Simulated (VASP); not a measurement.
Crystal: Ti2O.

```xyz
3
Lattice="2.9194 0.0000 0.0000 -1.4597 2.5283 0.0000 0.0000 0.0000 4.7130" Properties=species:S:1:pos:R:3 pbc="T T T"
Ti    0.0000    1.6855    3.3993
Ti    1.4597    0.8428    1.3137
O     0.0000    0.0000    0.0000
```

Base run:

```yaml
Program: VASP 6.6.1
Functional: LDA
Potentials_or_basis: VASP PAW LDA potentials, release 64 (Ti_sv, O)
Cutoff: 520 eV
k_mesh: 10 × 10 × 6
Occupations: fermi-dirac, width 0.05 eV
Spin: no spin polarisation
Hubbard_terms: Ti d U = 3 eV
```

Its results: band gap on the k mesh none (metal or under the smearing width); pressure 6.9 GPa; largest force 1.395 eV/Å.

Question: After a change of settings the same cell gave: band gap on the k mesh none (metal or under the smearing width); pressure 9.7 GPa; largest force 1.390 eV/Å. Which change was it?
A. hubbard terms from Ti d U = 3 eV to Ti d U = 8 eV
B. hubbard terms from Ti d U = 3 eV to Ti d U = 4 eV
C. hubbard terms from Ti d U = 3 eV to none

Answer: B.

Caveats: U without spin polarisation on a metal has little footing; forces of over 1 eV/Å show positions far from the minimum, so gaps and moduli don't describe the material at rest.
